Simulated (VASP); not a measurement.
The system is ZnSe (Stilleite).

```
CELL_PARAMETERS angstrom
0.00000 2.83380 2.83380
2.83380 0.00000 2.83380
2.83380 2.83380 0.00000
ATOMIC_POSITIONS crystal
Zn 0.00000 0.00000 0.00000
Se 0.25000 0.25000 0.25000
```

| Quantity | Value |
| --- | --- |
| Program | VASP 6.6.1 |
| Task | relaxation of cell and atoms |
| Functional | PBE |
| Potentials or basis | VASP PAW PBE potentials, release 64 (Zn, Se) |
| Cutoff | 600 eV |
| k mesh | 8 × 8 × 8 |
| Occupations | gaussian, width 0.03 eV |
| Spin | no spin polarisation |

At the start: pressure 2.3 GPa; volume 22.76 Å³/atom.

Problem. Where does the relaxation end?

Solution. Over 4 steps the energy falls by 6.1 meV/atom and the volume is 23.66 Å³/atom (+4.0 %); space group F-43m (No. 216, to 0.05 Å).

The path:
```csv
step,energy change (eV),largest force (eV/Å),pressure (GPa),volume (Å³)
1,0.0000,0.0000,2.34,45.51
2,-0.0114,0.0000,-0.55,47.73
3,-0.0122,0.0000,0.11,47.25
4,-0.0122,0.0000,-0.06,47.33
```

Final structure:
```cif
data_structure
_symmetry_space_group_name_H-M 'P 1'
_symmetry_Int_Tables_number 1
_cell_length_a 4.0602
_cell_length_b 4.0602
_cell_length_c 4.0602
_cell_angle_alpha 60.000
_cell_angle_beta 60.000
_cell_angle_gamma 60.000
_cell_volume 47.33
loop_
_atom_site_label
_atom_site_type_symbol
_atom_site_fract_x
_atom_site_fract_y
_atom_site_fract_z
_atom_site_occupancy
Zn1 Zn 0.00000 0.00000 0.00000 1
Se1 Se 0.25000 0.25000 0.25000 1
```
